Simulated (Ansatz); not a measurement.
**MgB2 under changes of volume**

One of the cells (9.679 Å³/atom); the others are scaled copies at fixed shape and fractional positions:

```xyz
3
Lattice="3.0850 0.0000 0.0000 -1.5425 2.6717 0.0000 0.0000 0.0000 3.5230" Properties=species:S:1:pos:R:3 pbc="T T T"
Mg    0.0000    0.0000    0.0000
B     1.5425    0.8906    1.7615
B     0.0000    1.7811    1.7615
```

| Item | Value |
| --- | --- |
| Program | Ansatz 0.2.0 |
| Functional | r2SCAN |
| Potentials or basis | Ansatz PAW |
| Cutoff | 500 eV (not typed: the program's choice for these potentials) |
| k mesh | 10 × 10 × 8 |
| Occupations | fermi-dirac, width 0.05 eV |
| Spin | no spin polarisation |

```csv
volume (Å³/atom),energy over the lowest point (meV/atom),pressure (GPa)
9.098,?,?
9.292,3.31,4.5
9.485,0.00,1.0
9.679,0.66,-2.1
9.873,4.93,-5.0
10.066,12.50,-7.6
10.260,23.07,-9.9
```

Q: What does the run at 9.098 Å³/atom give?

A: Energy over the lowest point 10.97 meV/atom; pressure 8.2 GPa.

Worked out: A Birch-Murnaghan fit of order 3 (a polynomial in V^(-2/3)) to the other rows has its minimum at 9.55 Å³/atom with B0 = V·E''(V) = 157 GPa and B' = 3.7 at fixed shape and positions, which overstates the stiffness. It gives 11.02 meV/atom at 9.098 Å³/atom, against the run's 10.97, and -dE/dV = 8.3 GPa, against 8.2.

Energies are extrapolated to zero smearing.

Caveats: the PAW data sets come from PBE, with cores solved anew for the run's functional, which leaves a small shift of forces and pressure.
